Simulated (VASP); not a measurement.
# Au: convergence, self-consistent run

Au, I4/mmm (no. 139), 1 atom in the cell. PBE; PAW potentials Au (PBE set). VASP 6.6.1.

Wanted: stress within 0.2 GPa.

What the run is for: stress; Accuracy asked: standard.

POSCAR:
```
Au
1.0
    0.0000000000      2.0350000000      2.0553500000
    2.0350000000      0.0000000000      2.0553500000
    2.0350000000      2.0350000000      0.0000000000
Au
1
Direct
    0.0000000000      0.0000000000      0.0000000000
```

The series start from Plane-wave cutoff (eV): 300; Smearing width (eV): 0.1; k-point mesh: 15 × 15 × 15; Precision mode (PREC): Accurate; Electronic threshold (eV): 1e-6; Bands in all (NBANDS): 15; Aspherical gradient terms in the spheres (LASPH): yes; Electronic algorithm: ALGO=Normal; Density mixing: defaults; Delay and inner steps: defaults. Each series keeps the choices made before it, and each single choice may use up half of a tolerance.

## Plane-wave cutoff (eV)

| Plane-wave cutoff (eV) | Stress, largest deviation (GPa) | SCF iterations | Time (s) |
|---|---|---|---|
| 180 | 68.76 | 11 | 5.4 |
| 230 | 3.96 | 11 | 5.6 |
| 260 | 0.02 | 11 | 6.6 |
| 300 | 0.78 | 11 | 7.1 |
| 340 | 0.84 | 11 | 15 |
| 400 | 0.05 | 11 | 18 |
| 480 | 0.04 | 11 | 19 |
| 600 (reference) | 0.00 | 11 | 20 |

Chosen: 400, the loosest value from which every tighter one stays within half of the tolerance.

## Smearing width (eV)

| Smearing width (eV) | Stress, largest deviation (GPa) | SCF iterations | Time (s) |
|---|---|---|---|
| 0.4 | 0.57 | 11 | 19 |
| 0.3 | 0.50 | 11 | 18 |
| 0.2 | 0.33 | 11 | 18 |
| 0.15 | 0.22 | 11 | 18 |
| 0.1 | 0.09 | 11 | 18 |
| 0.05 (reference) | 0.00 | 11 | 18 |

Chosen: 0.1.

## k-point mesh

| k-point mesh | Stress, largest deviation (GPa) | SCF iterations | Time (s) |
|---|---|---|---|
| 5 × 5 × 5 | 1.35 | 11 | 2.2 |
| 6 × 6 × 6 | 3.20 | 11 | 2.9 |
| 8 × 8 × 8 | 1.80 | 11 | 4.5 |
| 10 × 10 × 10 | 0.54 | 11 | 7.0 |
| 13 × 13 × 13 | 0.49 | 11 | 13 |
| 15 × 15 × 15 | 0.40 | 11 | 18 |
| 18 × 18 × 18 | 0.05 | 11 | 29 |
| 22 × 22 × 22 (reference) | 0.00 | 11 | 52 |

Chosen: 18 × 18 × 18.

## Precision mode (PREC)

| Precision mode (PREC) | Stress, largest deviation (GPa) | SCF iterations | Time (s) |
|---|---|---|---|
| Low | 0.01 | 11 | 11 |
| SingleN | 0.01 | 11 | 12 |
| Normal | 0.00 | 11 | 11 |
| Accurate (reference) | 0.00 | 11 | 29 |

Chosen: Low.

## Electronic threshold (eV)

| Electronic threshold (eV) | Stress, largest deviation (GPa) | SCF iterations | Time (s) |
|---|---|---|---|
| 0.001 | 0.06 | 9 | 8.3 |
| 0.0001 | 0.06 | 9 | 9.1 |
| 1e-5 | 0.02 | 10 | 9.7 |
| 1e-6 | 0.00 | 11 | 11 |
| 1e-7 | 0.00 | 11 | 11 |
| 1e-8 (reference) | 0.00 | 12 | 12 |

Chosen: 0.001.

## Bands in all (NBANDS)

| Bands in all (NBANDS) | Stress, largest deviation (GPa) | SCF iterations | Time (s) |
|---|---|---|---|
| 7 | 0.04 | 9 | 3.9 |
| 8 | 0.04 | 9 | 4.6 |
| 10 | 0.02 | 9 | 5.8 |
| 12 | 0.00 | 9 | 6.5 |
| 15 | 0.02 | 9 | 8.3 |
| 24 (reference) | 0.00 | 9 | 14 |

Chosen: 7.

## Aspherical gradient terms in the spheres (LASPH)

| Aspherical gradient terms in the spheres (LASPH) | Stress, largest deviation (GPa) | SCF iterations | Time (s) |
|---|---|---|---|
| no | 0.00 | 9 | 3.6 |
| yes (reference) | 0.00 | 9 | 3.9 |

Chosen: no.

## Electronic algorithm

| Electronic algorithm | Stress, largest deviation (GPa) | SCF iterations | Time (s) |
|---|---|---|---|
| ALGO=Normal | 0.00 | 9 | 3.6 |
| ALGO=Fast | 0.60 | 9 | 3.8 |
| ALGO=VeryFast | 0.19 | 16 | 4.6 |
| ALGO=All ISEARCH=1 | 0.09 | 10 | 4.5 |
| ALGO=All ISEARCH=0 | 0.09 | 10 | 4.3 |
| ALGO=Damped TIME=0.4 | 2.63 | 13 | 5.7 |
| ALGO=Damped TIME=0.1 | 5.21 | 17 | 7.1 |

Chosen: ALGO=Normal; no other choice that stays within half of the tolerance saves 30 % of the time.

## Density mixing

| Density mixing | Stress, largest deviation (GPa) | SCF iterations | Time (s) |
|---|---|---|---|
| defaults | 0.00 | 9 | 3.6 |
| MIXPRE=0 | 0.02 | 9 | 3.9 |
| MIXPRE=2 | 0.03 | 9 | 3.6 |
| MAXMIX=-10 | 0.00 | 9 | 3.7 |
| BMIX=2.0 | 0.28 | 9 | 3.6 |
| AMIX=0.2 | 0.10 | 10 | 4.0 |
| INIMIX=0 | 0.11 | 9 | 3.6 |

Chosen: defaults.

## Delay and inner steps

| Delay and inner steps | Stress, largest deviation (GPa) | SCF iterations | Time (s) |
|---|---|---|---|
| defaults | 0.00 | 9 | 3.6 |
| NELMDL=-2 | 0.02 | 6 | 2.9 |
| NELMDL=-8 | 0.00 | 12 | 4.5 |
| NELMDL=-12 | 0.00 | 16 | 4.8 |
| NRMM=2 | 0.00 | 9 | 3.5 |
| NRMM=6 | 0.00 | 9 | 3.7 |
| WEIMIN=0.001 | 0.00 | 9 | 3.6 |

Chosen: NELMDL=-2; it saves 0.7 s of 3.6, so defaults would do nearly as well.

## All choices together

| Input | Stress, largest deviation (GPa) | Time (s) |
|---|---|---|
| the program's defaults (naive) | 3.51 | 0.7 |
| chosen settings | 0.17 | 2.9 |
| reference settings throughout | 0.00 | 106 |

The tolerance is met.

Values of the reference run: Stress: 8.801, 0, 0, 0, 8.801, 0, 0, 0, 8.576 GPa.

## The input

INCAR:
```
GGA      = PE             # functional
ISMEAR   = 1              # smearing method
SIGMA    = 0.1            # smearing width, eV
LWAVE    = False          # write WAVECAR
LCHARG   = False          # write CHGCAR
ISIF     = 2              # what is computed and relaxed
PREC     = Low            # precision mode
LASPH    = False          # aspherical terms in the spheres
LREAL    = False          # projectors in reciprocal space
ALGO     = Normal         # electronic algorithm
EDIFF    = 0.001          # SCF threshold, eV
NELM     = 120            # most SCF steps
GGA_COMPAT= False        
ENCUT    = 400            # plane-wave cutoff, eV
NBANDS   = 7              # bands
NELMDL   = -2            
```

KPOINTS:
```
Automatic mesh
0
Gamma
  18 18 18
  0 0 0
```

Commands:
```
cat potpaw_PBE.64/Au/POTCAR > POTCAR
mpirun -np 1 vasp_std > vasp.out
```

The chosen input took VASP 6.6.1 2.9 s on 1 core (Intel Xeon 6975P-C (Granite Rapids)), a shared host.

## An input that fails: one k point for a small cell

The electronic loop stops at its limit of 63 steps.

k mesh: 15 × 15 × 15 becomes 1 × 1 × 1.

Changes against the starting input:
```
- NELM = 120
+ NELM = 63
```
